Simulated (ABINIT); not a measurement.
# CaO (Lime): changed settings of a GW run in ABINIT, part 3 of 3

What do changed inputs do to GW on CaO (Lime)?

ABINIT 10.8.3; PBE and many-body steps on it, plane waves. Known limits of the many-body steps: not at the basis limit.

So far. Step 5 (No symmetry in the self-energy): Against G0W0 in ABINIT (6×6×6 mesh, 112 bands, screening to 217.7 eV, Godby-Needs plasmon pole), the gap moves by +0.000 eV. Step 7 (Broadening of the poles): Against G0W0 in ABINIT (6×6×6 mesh, 112 bands, screening to 217.7 eV, Godby-Needs plasmon pole), the gap moves by +0.000 eV.

## 10. Exchange cutoff of one hartree

Level of this step: G0W0 on PBE, plane waves, norm-conserving pseudopotentials (ABINIT).

File run.abi:

```
acell 3*1.0 Angstrom
rprim 
  -0.000000000000 2.406500000000 2.406500000000
  2.406500000000 -0.000000000000 2.406500000000
  2.406500000000 2.406500000000 -0.000000000000
ntypat 2
znucl 20 8
natom 2
typat 1 2
xred 
  0.000000000000 0.000000000000 0.000000000000
  0.500000000000 0.500000000000 0.500000000000
pp_dirpath "pseudos"
pseudos "Ca.upf, O.upf"
ecut 36
ngkpt 6 6 6
nshiftk 1
shiftk 0 0 0
kptopt 1
chksymbreak 0
istwfk *1
occopt 1
irdwfk 1
optdriver 4
nband 112
gwcalctyp 0
ecutsigx 1
symsigma 1
nkptgw 2
kptgw 
  0.0000000000 0.0000000000 0.0000000000
  0.5000000000 0.5000000000 0.0000000000
bdgw 
  6 12
  7 10
ecuteps 8
irdscr 1
ppmodel 1
indata_prefix "in"
outdata_prefix "out"
tmpdata_prefix "tmp"
```

Launch:

```bash
OMP_NUM_THREADS=1 mpirun -n 8 abinit run.abi > log
```

The log of the run:

```text
.Version 10.8.3 of ABINIT. v10.8.2 released Aug 2026.

 Symmetries : space group Fm -3 m (#225); Bravais cF (face-center cubic)
[... echo of the input left out ...]
== DATASET  1 ==================================================================
-   mpi_nproc: 8, omp_nthreads: 1 (-1 if OMP is not activated)

--- !DatasetInfo
iteration_state: {dtset: 1, }
dimensions: {natom: 2, nkpt: 16, mband: 112, nsppol: 1, nspinor: 1, nspden: 1, mpw: 1964, }
cutoff_energies: {ecut:  36.0, pawecutdg:  -1.0, }
electrons: {nelect:   1.60000000E+01, charge:   0.00000000E+00, occopt:   1.00000000E+00, tsmear:   1.00000000E-02, }

 SIGMA: Calculation of the GW corrections

 Based on a program developped by R.W. Godby, V. Olevano, G. Onida, and L. Reining.
 Incorporated in ABINIT by V. Olevano, G.-M. Rignanese, and M. Torrent.
.Using double precision arithmetic ; gwpc =  8

[... cell and pseudopotentials left out ...]
--------------------------------------------------------------------------------

 ==== K-mesh for the wavefunctions ====
 Number of points in the irreducible wedge :    16
[... list of points left out ...]
 Together with 48 symmetry operations and time-reversal symmetry
 yields   216 points in the full Brillouin Zone.

 ==== Q-mesh for screening function ====
 Number of points in the irreducible wedge :    16
[... list of points left out ...]
 Together with 48 symmetry operations and time-reversal symmetry
 yields   216 points in the full Brillouin Zone.

 vcoul_init : cutoff-mode = AUXILIARY_FUNCTION
 q-points for optical limit:   1
     1)      0.000010    0.000020    0.000030
 setmesh: FFT mesh size selected  =    24x   24x   24
          total number of points  =        13824

 Number of electrons calculated from density =   16.0000; Expected =   16.0000
[...]
number of omega for Sigma on real axis              0
 max omega for Sigma on real axis  [eV]           0.00
 zcut for avoiding poles [eV]                     0.10

 EPSILON^-1 parameters (SCR file):
 dimension of the eps^-1 matrix on file            181
 dimension of the eps^-1 matrix used                15
 number of plane-waves for wavefunctions          1917
 number of bands                                   112
 number of q-points in IBZ                          16
 number of frequencies                               2
 number of real frequencies                          1
 number of imag frequencies                          1

 matrix elements of self-energy operator (all in [eV])

 Perturbative Calculation

--- !SelfEnergy_ee
iteration_state: {dtset: 1, }
kpoint     : [   0.000,    0.000,    0.000, ]
spin       : 1
KS_gap     :    4.714
QP_gap     :    3.734
Delta_QP_KS:   -0.981
data: !SigmaeeData |
     Band     E0 <VxcDFT>   SigX SigC(E0)      Z dSigC/dE  Sig(E)    E-E0       E
        6   5.064 -19.387 -18.291   3.854   0.818  -0.223 -15.339   4.048   9.112
        7   5.064 -19.387 -18.291   3.854   0.818  -0.223 -15.339   4.048   9.112
        8   5.064 -19.387 -18.291   3.854   0.818  -0.223 -15.339   4.048   9.112
[...]
--- !SelfEnergy_ee
iteration_state: {dtset: 1, }
kpoint     : [   0.500,    0.500,    0.000, ]
spin       : 1
KS_gap     :    4.037
QP_gap     :    3.583
Delta_QP_KS:   -0.454
data: !SigmaeeData |
     Band     E0 <VxcDFT>   SigX SigC(E0)      Z dSigC/dE  Sig(E)    E-E0       E
[...]
9   8.727 -11.430  -3.606  -3.997   0.857  -0.167  -8.149   3.280  12.007
       10  13.087 -16.112  -3.761  -4.463   0.849  -0.178  -9.414   6.698  19.785

== END DATASET(S) ==============================================================
================================================================================

 -outvars: echo values of variables after computation  --------
           etotal      0.0000000000E+00
            nband         112
             nkpt          16
          spgroup         225
 [... the other variables as echoed above ...]

 Calculation completed.
```

Run time: 2.5 s. Hardware: 8 MPI ranks of Arm Neoverse V2, shared host; peak memory 0.15 GiB; 19 s of CPU time.

The run ended normally, though the input holds a fault or crude settings.

The fault put into this input: exchange cutoff of one hartree. It printed a gap of 2.89 eV, an artefact of the input.

## 11. The runs together

Times are wall times on 8 MPI ranks of Arm Neoverse V2, shared host, good to a factor of about two. A run's time includes the screening step that it read.

```
                                 run   mesh  bands  screening cutoff (eV)  DFT gap (eV)  gap on the mesh (eV)  direct (eV)  ε∞ used  time
                                base  6×6×6    112                  217.7         3.662                 5.789        6.185     3.57  38 s
      fewer bands in the self-energy  6×6×6     28                  217.7         3.662                 5.580        5.869     3.57  35 s
      no symmetry in the self-energy  6×6×6    112                  217.7         3.662                 5.789        6.185     3.57  79 s
smaller part of the screening matrix  6×6×6    112                   54.4         3.662                 5.870        6.081     3.57  34 s
             broadening of the poles  6×6×6    112                  217.7         3.662                 5.789        6.185     3.57  38 s
                       scissors in G  6×6×6    112                  217.7         3.662                 5.840        6.236     3.57  38 s
```

## 12. What came out

```
base                                 : 5.789 eV
fewer bands in the self-energy       : 5.580 eV
no symmetry in the self-energy       : 5.789 eV
smaller part of the screening matrix : 5.870 eV
broadening of the poles              : 5.789 eV
scissors in G                        : 5.840 eV
known limits                         : not at the basis limit
```

**Reading.** Fewer bands in the self-energy: −0.209 eV against base (keys changed: nband). No symmetry in the self-energy: no change against base (keys changed: symsigma). Smaller part of the screening matrix: +0.081 eV against base (keys changed: ecuteps). Broadening of the poles: no change against base (keys changed: zcut). Scissors in G: +0.051 eV against base (keys changed: mbpt_sciss). Bands and cutoff are finite, so the gap is not at the basis limit. The miss can reach some tenths of an eV and take either sign; the mesh is an error of its own. In the G0W0 runs levels were corrected at 2 k points alone, so a gap called «on the mesh» is the least over those, and an edge elsewhere would be missed.

[Paths, hosts, dates, memory and timing lines, banners, echoed tables and standing remarks are left out of the program output.]

[Logs are printed without paths, hosts, clocks, repeated set-up lines and the standing remarks that a program may print on its own settings, such as how far it seeks lower states.]

[Runs of the session that timed out or met a known fault of the program may be left out.]

[Hosts, paths, dates, database ids (printed as entryN), source tags and the programs' standing remarks are cut or masked in the printed files.]

[G0W0 gaps are taken among the corrected bands and points alone; a level outside them can change the order at an edge.]

[Where Ansatz stands beside ABINIT at settings called matched, ABINIT's density can come from a denser mesh and the files from another edition; pairs whose starting gaps differed by over 0.03 eV were left out, so agreement reads better than it is.]
